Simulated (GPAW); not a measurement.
# SiNi3 (Pm-3m) in GPAW: settings compared

The runs below take SiNi3 through single point, with PBE, LDA.

Everything below comes from runs of GPAW 26.7.0. Logs are shortened: lines on timing, memory, paths and dates and some standing lists are left out, and cuts for length are marked. The log counts tension as positive stress, the text compression.

### 1 The structure

It takes space group Pm-3m (No. 221, cubic). The conventional cell has a = 3.542 Å, b = 3.542 Å, c = 3.542 Å, α = 90.00°, β = 90.00°, γ = 90.00°. Ni (site symmetry 4/mmm) is surrounded by 8 Ni at 2.50 Å and 4 Si at 2.50 Å. Around Si (site symmetry m-3m) lie 12 Ni at 2.50 Å.

### 2 Single point, PBE, collinear spin, ferromagnetic start

The input, run.py:

```python
from ase import Atoms
from ase.dft.bandgap import bandgap
from ase.io import write
from ase.units import GPa
from gpaw import GPAW, PW

atoms = Atoms(['Ni', 'Ni', 'Ni', 'Si'],
              cell=[[3.542, 0.0, 0.0],
                    [0.0, 3.542, 0.0],
                    [0.0, 0.0, 3.542]],
              scaled_positions=[[0.5, 0.5, 0.0],
                                [0.5, 0.0, 0.5],
                                [0.0, 0.5, 0.5],
                                [0.0, 0.0, 0.0]],
              pbc=True)
atoms.set_initial_magnetic_moments([2.5, 2.5, 2.5, 0.0])

calc = GPAW(mode=PW(600),
            xc='PBE',
            kpts={'size': (8, 8, 8), 'gamma': True},
            occupations={'name': 'fermi-dirac', 'width': 0.05},
            nbands=45,
            convergence={'density': 1e-05, 'energy': 1e-05},
            maxiter=150,
            txt='gpaw.txt')
atoms.calc = calc
energy = atoms.get_potential_energy()
forces = atoms.get_forces()
stress = atoms.get_stress()
calc.write('gs.gpw')
write('result.traj', atoms)
print(f'Energy: {energy:.6f} eV')
print('Forces (eV/A):')
print(forces.round(4))
print('Stress (GPa):', (stress / GPa).round(3))
print('Moments:', calc.get_magnetic_moments().round(3))
print('Fermi level:', round(calc.get_fermi_level(), 4), 'eV')
print(f'Gap: {bandgap(calc)[0]:.4f} eV, direct: {bandgap(calc, direct=True)[0]:.4f} eV')
```

Potentials or basis: GPAW PAW data sets (gpaw-data 1.2.1), pw.

The run is started by

```console
$ OMP_NUM_THREADS=1 python run.py
```

gpaw.txt:

```text
__  _  _
 | _ |_)|_||  |
 |__||  | ||/\| - 26.7.0

Input parameters:
  mode=PW(ecut=600.0),
  convergence={'density': 1e-05, 'energy': 1e-05},
  kpts=MonkhorstPack(size=(8, 8, 8), gamma=True),
  maxiter=150,
  nbands=45,
  occupations=Occupations(name='fermi-dirac', width=0.05),
  xc=XC(name='PBE')

Diagonalizing LCAO Hamiltonian
Converting LCAO to pw mode
   .--------.
  /|        |
 * |        |
 |Ni        |
 | .-Ni-----.
 |/    Ni  /
 Si-------*

Atoms  # Å, Bohr magnetons
|   | symbol |        x |        y |        z |    initial magnetic moments |
|---|--------|----------|----------|----------|-----------------------------|
| 0 |     Ni | 1.771000 | 1.771000 | 0.000000 | ( 0.0000,  0.0000,  2.5000) |
| 1 |     Ni | 1.771000 | 0.000000 | 1.771000 | ( 0.0000,  0.0000,  2.5000) |
| 2 |     Ni | 0.000000 | 1.771000 | 1.771000 | ( 0.0000,  0.0000,  2.5000) |
| 3 |     Si | 0.000000 | 0.000000 | 0.000000 | ( 0.0000,  0.0000,  0.0000) |

Unit cell  # Å
| periodic |        x |        y |        z |  lengths |    angles |
|----------|----------|----------|----------|----------|-----------|
|      yes | 3.542000 | 0.000000 | 0.000000 | 3.542000 | 90.000000 |
|      yes | 0.000000 | 3.542000 | 0.000000 | 3.542000 | 90.000000 |
|      yes | 0.000000 | 0.000000 | 3.542000 | 3.542000 | 90.000000 |

Number of symmetries: 48
Symmetry operations  # r_c * U_cc + t_c -> r_c
|    | kind |            matrix            |
|----|------|------------------------------|
|  0 |  E   |  1, 0, 0,  0, 1, 0,  0, 0, 1 |
|  1 |  σ   |  1, 0, 0,  0, 1, 0,  0, 0,-1 |
|  2 |  σ   |  1, 0, 0,  0, 0, 1,  0, 1, 0 |
|  3 |  C4  |  1, 0, 0,  0, 0, 1,  0,-1, 0 |
|  4 |  C4  |  1, 0, 0,  0, 0,-1,  0, 1, 0 |
|  5 |  σ   |  1, 0, 0,  0, 0,-1,  0,-1, 0 |
|  6 |  σ   |  1, 0, 0,  0,-1, 0,  0, 0, 1 |
|  7 |  C2  |  1, 0, 0,  0,-1, 0,  0, 0,-1 |
|  8 |  σ   |  0, 1, 0,  1, 0, 0,  0, 0, 1 |
|  9 |  C2  |  0, 1, 0,  1, 0, 0,  0, 0,-1 |
| 10 |  C3  |  0, 1, 0,  0, 0, 1,  1, 0, 0 |
| 11 |  S6  |  0, 1, 0,  0, 0, 1, -1, 0, 0 |
| 12 |  S6  |  0, 1, 0,  0, 0,-1,  1, 0, 0 |
| 13 |  C3  |  0, 1, 0,  0, 0,-1, -1, 0, 0 |
| 14 |  C4  |  0, 1, 0, -1, 0, 0,  0, 0, 1 |
| 15 |  S4  |  0, 1, 0, -1, 0, 0,  0, 0,-1 |
| 16 |  C3  |  0, 0, 1,  1, 0, 0,  0, 1, 0 |
| 17 |  S6  |  0, 0, 1,  1, 0, 0,  0,-1, 0 |
| 18 |  σ   |  0, 0, 1,  0, 1, 0,  1, 0, 0 |
| 19 |  C4  |  0, 0, 1,  0, 1, 0, -1, 0, 0 |
| 20 |  C2  |  0, 0, 1,  0,-1, 0,  1, 0, 0 |
| 21 |  S4  |  0, 0, 1,  0,-1, 0, -1, 0, 0 |
| 22 |  S6  |  0, 0, 1, -1, 0, 0,  0, 1, 0 |
| 23 |  C3  |  0, 0, 1, -1, 0, 0,  0,-1, 0 |
| 24 |  S6  |  0, 0,-1,  1, 0, 0,  0, 1, 0 |
| 25 |  C3  |  0, 0,-1,  1, 0, 0,  0,-1, 0 |
| 26 |  C4  |  0, 0,-1,  0, 1, 0,  1, 0, 0 |
| 27 |  σ   |  0, 0,-1,  0, 1, 0, -1, 0, 0 |
| 28 |  S4  |  0, 0,-1,  0,-1, 0,  1, 0, 0 |
| 29 |  C2  |  0, 0,-1,  0,-1, 0, -1, 0, 0 |
| 30 |  C3  |  0, 0,-1, -1, 0, 0,  0, 1, 0 |
| 31 |  S6  |  0, 0,-1, -1, 0, 0,  0,-1, 0 |
| 32 |  C4  |  0,-1, 0,  1, 0, 0,  0, 0, 1 |
| 33 |  S4  |  0,-1, 0,  1, 0, 0,  0, 0,-1 |
| 34 |  S6  |  0,-1, 0,  0, 0, 1,  1, 0, 0 |
| 35 |  C3  |  0,-1, 0,  0, 0, 1, -1, 0, 0 |
| 36 |  C3  |  0,-1, 0,  0, 0,-1,  1, 0, 0 |
| 37 |  S6  |  0,-1, 0,  0, 0,-1, -1, 0, 0 |
| 38 |  σ   |  0,-1, 0, -1, 0, 0,  0, 0, 1 |
| 39 |  C2  |  0,-1, 0, -1, 0, 0,  0, 0,-1 |
| 40 |  σ   | -1, 0, 0,  0, 1, 0,  0, 0, 1 |
| 41 |  C2  | -1, 0, 0,  0, 1, 0,  0, 0,-1 |
| 42 |  C2  | -1, 0, 0,  0, 0, 1,  0, 1, 0 |
| 43 |  S4  | -1, 0, 0,  0, 0, 1,  0,-1, 0 |
| 44 |  S4  | -1, 0, 0,  0, 0,-1,  0, 1, 0 |
| 45 |  C2  | -1, 0, 0,  0, 0,-1,  0,-1, 0 |
| 46 |  C2  | -1, 0, 0,  0,-1, 0,  0, 0, 1 |
| 47 |  i   | -1, 0, 0,  0,-1, 0,  0, 0,-1 |

BZ-sampling:
  Number of BZ points: 512
  Number of IBZ points: 35

  Monkhorst-Pack size: [8, 8, 8]
  Monkhorst-Pack shift: [0.0625, 0.0625, 0.0625]

K-points  # in reciprocal-cell coordinates
|     |                                coordinates |     weight |
|-----|--------------------------------------------|------------|
|   0 | (  0.00000000,   0.00000000,   0.00000000) | 0.00195312 |
|   1 | (  0.12500000,   0.00000000,   0.00000000) | 0.01171875 |
|   2 | (  0.12500000,   0.12500000,   0.00000000) | 0.02343750 |
|   3 | (  0.12500000,   0.12500000,   0.12500000) | 0.01562500 |
|   4 | (  0.25000000,   0.00000000,   0.00000000) | 0.01171875 |
|   5 | (  0.25000000,   0.12500000,   0.00000000) | 0.04687500 |
|   6 | (  0.25000000,   0.12500000,   0.12500000) | 0.04687500 |
|   7 | (  0.25000000,   0.25000000,   0.00000000) | 0.02343750 |
|   8 | (  0.25000000,   0.25000000,   0.12500000) | 0.04687500 |
|   9 | (  0.25000000,   0.25000000,   0.25000000) | 0.01562500 |
| ... |                                            |            |
|  34 | (  0.50000000,   0.50000000,   0.50000000) | 0.00195312 |

Plane wave coefficients: 1503
Cutoff: 600.0 eV

Spin-components: 2 (collinear spins)
Bands:           45
Projectors:      23
Spin-degeneracy: 1
Datatype:        complex128

Parallelization:
  kpt:    1
  domain: 1
  band:   1

Density:
  Valence electrons: 52.0
  Components: 2
  Grid points: [21 21 21]
  Charge: 0.0  # |e|

Potential:
  Grid points: [21 21 21]

species:
  Ni:
    name:    Nickel
    Z:       28.0
    valence: 16
    core:    12
    charge:  0.0  # [|e|]
    compensation charges:
      type: gauss
      rc: 0.36  # [Å]
      lmax: 2
    cutoffs:
      filter: 2.14  # [Å]
      core: 1.98  # [Å]
    projectors
    | kind |    occ | energy [eV] | rcut [Å] |
    |------|--------|-------------|----------|
    |   4s |  2.000 |      -5.642 |    1.164 |
    |   3p |  6.000 |     -71.394 |    1.207 |
    |   4p |  0.000 |      -1.226 |    1.207 |
    |   3d |  8.000 |      -8.875 |    1.138 |
    |    s |        |      21.570 |    1.164 |
    |    d |        |      18.337 |    1.138 |

    Using partial waves for Ni as LCAO basis

  Si:
    name:    Silicon
    Z:       14.0
    valence: 4
    core:    10
    charge:  0.0  # [|e|]
    compensation charges:
      type: gauss
      rc: 0.33  # [Å]
      lmax: 2
    cutoffs:
      filter: 1.86  # [Å]
      core: 2.06  # [Å]
    projectors
    | kind |    occ | energy [eV] | rcut [Å] |
    |------|--------|-------------|----------|
    |   3s |  2.000 |     -10.812 |    1.058 |
    |   3p |  2.000 |      -4.081 |    1.058 |
    |    s |        |      16.399 |    1.058 |
    |    p |        |      23.130 |    1.058 |
    |    d |        |       0.000 |    1.058 |

    Using partial waves for Si as LCAO basis

Reference energy: -131990.339592  # eV

eigensolver:
  PPCG
  Converge bands: occupied
  niter=2

density mixing:
  MSR1-Mixer
  Pratt-step length: 0.05
  Maximum mixing coefficient: 0.75
  Old densities: 10
  SVD Regularization: 0.005
  Good broyden scale: 1.0
  Trust region scale: 1.0
  Backstep threshold: 4.0
  History deletion threshold: 6.0
  Fourier metric: weight=20.0, sigma=0.015

occupation numbers:
  Fermi-Dirac:
    width: 0.0500  # eV

poisson solver:
  ecut: 4800.0  # eV

xc functional:
  name: PBE with 2 nearest neighbor stencil

convergence criteria:
- Maximum integral of absolute [dens]ity change: 1e-05 electrons / valence electron
- Maximum [total energy] change in last 3 cyles: 1e-05 eV / valence electron
- Maximum integral of absolute [eigenst]ate change: 4e-08 eV^2 / valence electron
maximum number of iterations: 150

SCF iterations
|iter     | |      energy | eigst |  dens |  magmom |
|---------|-|-------------|-------|-------|---------|
|iter:   1| |  -34.436016 | +0.42 |       |  +7.4132|
|iter:   2| |  -30.508115 | -1.69 | -0.56 |  +7.0771|
|iter:   3| |  -27.736663 | -1.58 | -0.66 |  +5.1563|
|iter:   4| |  -28.409576 | -2.89 | -1.11 |  +3.7925|
|iter:   5| |  -28.864612 | -2.54 | -1.18 |  +1.4707|
|iter:   6| |  -28.976521 | -3.09 | -1.71 |  -0.3506|
|iter:   7| |  -29.021411 | -3.47 | -1.78 |  +0.0967|
|iter:   8| |  -29.030757 | -3.74 | -2.27 |  +0.0683|
|iter:   9| |  -29.031759 | -4.60 | -2.81 |  +0.0402|
|iter:  10| |  -29.031924 | -5.44 | -3.28 |  +0.0186|
|iter:  11| |  -29.031969c| -5.95 | -3.70 |  +0.0063|
|iter:  12| |  -29.031975c| -6.72 | -4.23 |  +0.0013|
|iter:  13| |  -29.031975c| -7.90c| -4.84 |  +0.0006|
|iter:  14| |  -29.031975c| -7.98c| -5.31c|  +0.0001|

Converged in 14 steps
Energy contributions relative to reference atoms: (reference = -131990.339592)

Energy contributions:
  Kinetic:          19.113592
  Coulomb:         -12.321041
  Zero:              0.233333
  External:          0.000000
  Xc:              -36.048311
  Entropy:          -0.019096
  Spinorbit:         0.000000
  ----------------------------
  Free energy:     -29.041523
  Extrapolated:    -29.031975

dipole moment: (-14.898431, -14.898431, -14.898431)  # |e|*Ang

Total magnetic moment: (0.000000, 0.000000, 0.000069)

Local magnetic moments
|        x |        y |         z |
|----------|----------|-----------|
| 0.000000 | 0.000000 |  0.000023 |  # Ni   0
| 0.000000 | 0.000000 |  0.000023 |  # Ni   1
| 0.000000 | 0.000000 |  0.000023 |  # Ni   2
| 0.000000 | 0.000000 | -0.000013 |  # Si   3

Fermi level: 9.398
Eigenvalues  # (at kpt = [0.000, 0.000, 0.000])
| band index |      eig [eV] | occ [0-1] |      eig [eV] | occ [0-1] |
|------------|---------------|-----------|---------------|-----------|
|          0 |       -54.248 |     1.000 |       -54.248 |     1.000 |
|        ... |               |           |               |           |
|         17 |         7.882 |     1.000 |         7.882 |     1.000 |
|         18 |         7.882 |     1.000 |         7.882 |     1.000 |
|         19 |         8.405 |     1.000 |         8.405 |     1.000 |
|         20 |         8.405 |     1.000 |         8.405 |     1.000 |
|         21 |         8.405 |     1.000 |         8.405 |     1.000 |
|         22 |         8.782 |     1.000 |         8.782 |     1.000 |
[... 8 lines left out ...]
|         31 |        19.583 |     0.000 |        19.583 |     0.000 |
|         32 |        19.583 |     0.000 |        19.583 |     0.000 |
|        ... |               |           |               |           |
|         44 |        34.252 |     0.000 |        34.252 |     0.000 |

No gap
No difference between direct/indirect transitions

Forces  # eV/Ang
|        x |        y |        z |
|----------|----------|----------|
| -0.00000 | -0.00000 | -0.00000 |  # Ni   0
| -0.00000 | -0.00000 |  0.00000 |  # Ni   1
| -0.00000 | -0.00000 | -0.00000 |  # Ni   2
|  0.00000 |  0.00000 |  0.00000 |  # Si   3

Stress tensor  # eV/Ang^3
|        x |        y |        z |
|----------|----------|----------|
| 0.026714 | 0.000000 | 0.000000 |
| 0.000000 | 0.026714 | 0.000000 |
| 0.000000 | 0.000000 | 0.026714 |

# Writing to gs.gpw (mode='')
```

Run time: 2 min. Hardware: 1 thread of Intel Xeon Platinum 8488C (Sapphire Rapids), shared host; peak memory 0.24 GiB.

Results:

```
Free energy            : -29.0415 eV
Pressure               : -4.3 GPa
Band gap on the k mesh : none (metal or under the smearing width)
Net moment             : 0.00 μB per cell
```

Caveat: the starting moments collapsed, and a magnetic state may lie lower; the stock nickel data set gives pressures a few GPa off other programs.

### 3 Single point, LDA, collinear spin, ferromagnetic start

Edit run.py of step 2 so:

```diff
@@ -15,11 +15,10 @@
               pbc=True)
-atoms.set_initial_magnetic_moments([2.5, 2.5, 2.5, 0.0])
+atoms.set_initial_magnetic_moments([2.0, 2.0, 2.0, 0.0])
 
-calc = GPAW(mode=PW(600),
-            xc='PBE',
-            kpts={'size': (8, 8, 8), 'gamma': True},
+calc = GPAW(mode=PW(500),
+            xc='LDA',
+            kpts={'size': (6, 6, 6), 'gamma': True},
             occupations={'name': 'fermi-dirac', 'width': 0.05},
             nbands=45,
-            convergence={'density': 1e-05, 'energy': 1e-05},
-            maxiter=150,
+            maxiter=120,
             txt='gpaw.txt')
```

Potentials or basis: the program's PAW data sets (release 1.2.1) made for this functional, pw.

The run is started by

```console
$ OMP_NUM_THREADS=1 python run.py
```

gpaw.txt:

```text
__  _  _
 | _ |_)|_||  |
 |__||  | ||/\| - 26.7.0

Input parameters:
  mode=PW(ecut=500.0),
  kpts=MonkhorstPack(size=(6, 6, 6), gamma=True),
  maxiter=120,
  nbands=45,
  occupations=Occupations(name='fermi-dirac', width=0.05),
  xc=XC(name='LDA')

Diagonalizing LCAO Hamiltonian
Converting LCAO to pw mode
   .--------.
  /|        |
 * |        |
 |Ni        |
 | .-Ni-----.
 |/    Ni  /
 Si-------*

Atoms  # Å, Bohr magnetons
|   | symbol |        x |        y |        z |    initial magnetic moments |
|---|--------|----------|----------|----------|-----------------------------|
| 0 |     Ni | 1.771000 | 1.771000 | 0.000000 | ( 0.0000,  0.0000,  2.0000) |
| 1 |     Ni | 1.771000 | 0.000000 | 1.771000 | ( 0.0000,  0.0000,  2.0000) |
| 2 |     Ni | 0.000000 | 1.771000 | 1.771000 | ( 0.0000,  0.0000,  2.0000) |
| 3 |     Si | 0.000000 | 0.000000 | 0.000000 | ( 0.0000,  0.0000,  0.0000) |

Unit cell  # Å
| periodic |        x |        y |        z |  lengths |    angles |
|----------|----------|----------|----------|----------|-----------|
|      yes | 3.542000 | 0.000000 | 0.000000 | 3.542000 | 90.000000 |
|      yes | 0.000000 | 3.542000 | 0.000000 | 3.542000 | 90.000000 |
|      yes | 0.000000 | 0.000000 | 3.542000 | 3.542000 | 90.000000 |

Number of symmetries: 48
Symmetry operations  # r_c * U_cc + t_c -> r_c
|    | kind |            matrix            |
|----|------|------------------------------|
|  0 |  E   |  1, 0, 0,  0, 1, 0,  0, 0, 1 |
|  1 |  σ   |  1, 0, 0,  0, 1, 0,  0, 0,-1 |
[... 191 lines left out ...]
|iter:  11| |  -33.137002c| -8.66c| -4.56c|  +0.0005|

Converged in 11 steps
Energy contributions relative to reference atoms: (reference = -131760.500793)

Energy contributions:
  Kinetic:          11.506343
  Coulomb:          -5.334545
  Zero:              0.152596
  External:          0.000000
  Xc:              -39.454142
  Entropy:          -0.014508
  Spinorbit:         0.000000
  ----------------------------
  Free energy:     -33.144256
  Extrapolated:    -33.137002

dipole moment: (-14.955407, -14.955407, -14.955407)  # |e|*Ang

Total magnetic moment: (0.000000, 0.000000, 0.000489)

Local magnetic moments
|        x |        y |         z |
|----------|----------|-----------|
| 0.000000 | 0.000000 |  0.000184 |  # Ni   0
| 0.000000 | 0.000000 |  0.000184 |  # Ni   1
| 0.000000 | 0.000000 |  0.000184 |  # Ni   2
| 0.000000 | 0.000000 | -0.000005 |  # Si   3

Fermi level: 9.019
Eigenvalues  # (at kpt = [0.000, 0.000, 0.000])
| band index |      eig [eV] | occ [0-1] |      eig [eV] | occ [0-1] |
|------------|---------------|-----------|---------------|-----------|
|          0 |       -54.237 |     1.000 |       -54.236 |     1.000 |
|        ... |               |           |               |           |
|         17 |         7.473 |     1.000 |         7.473 |     1.000 |
|         18 |         7.473 |     1.000 |         7.473 |     1.000 |
|         19 |         8.062 |     1.000 |         8.062 |     1.000 |
|         20 |         8.062 |     1.000 |         8.062 |     1.000 |
|         21 |         8.062 |     1.000 |         8.062 |     1.000 |
|         22 |         8.410 |     1.000 |         8.411 |     1.000 |
[... 8 lines left out ...]
|         31 |        19.135 |     0.000 |        19.135 |     0.000 |
|         32 |        19.135 |     0.000 |        19.135 |     0.000 |
|        ... |               |           |               |           |
|         44 |        33.751 |     0.000 |        33.750 |     0.000 |

No gap
No difference between direct/indirect transitions

Forces  # eV/Ang
|       x |        y |       z |
|---------|----------|---------|
| 0.00000 | -0.00000 | 0.00000 |  # Ni   0
| 0.00000 |  0.00000 | 0.00000 |  # Ni   1
| 0.00000 |  0.00000 | 0.00000 |  # Ni   2
| 0.00000 |  0.00000 | 0.00000 |  # Si   3

Stress tensor  # eV/Ang^3
|        x |        y |        z |
|----------|----------|----------|
| 0.118861 | 0.000000 | 0.000000 |
| 0.000000 | 0.118861 | 0.000000 |
| 0.000000 | 0.000000 | 0.118861 |

# Writing to gs.gpw (mode='')
```

stdout:

```text
Energy: -33.137002 eV
Forces (eV/A):
[[ 0. -0.  0.]
 [ 0.  0.  0.]
 [ 0.  0.  0.]
 [ 0.  0.  0.]]
Stress (GPa): [19.044 19.044 19.044  0.     0.     0.   ]
Moments: [ 0.  0.  0. -0.]
Fermi level: 9.019 eV
Gap: 0.0000 eV, direct: 0.0000 eV
```

Run time: 45 s. Hardware: 1 thread of Arm Neoverse V1, shared host; peak memory 0.18 GiB.

Results:

| Quantity | Value |
| --- | --- |
| Free energy | -33.1443 eV |
| Pressure | -19.0 GPa |
| Band gap on the k mesh | none (metal or under the smearing width) |
| Net moment | 0.00 μB per cell |

Caveat: the cutoff is short for stress and forces, so pressures can be off by a GPa or more; the starting moments collapsed, and a magnetic state may lie lower; the stock nickel data set gives pressures a few GPa off other programs; so large a pressure means that the cell lies far from this level's equilibrium, or that cutoff or potentials fall short.
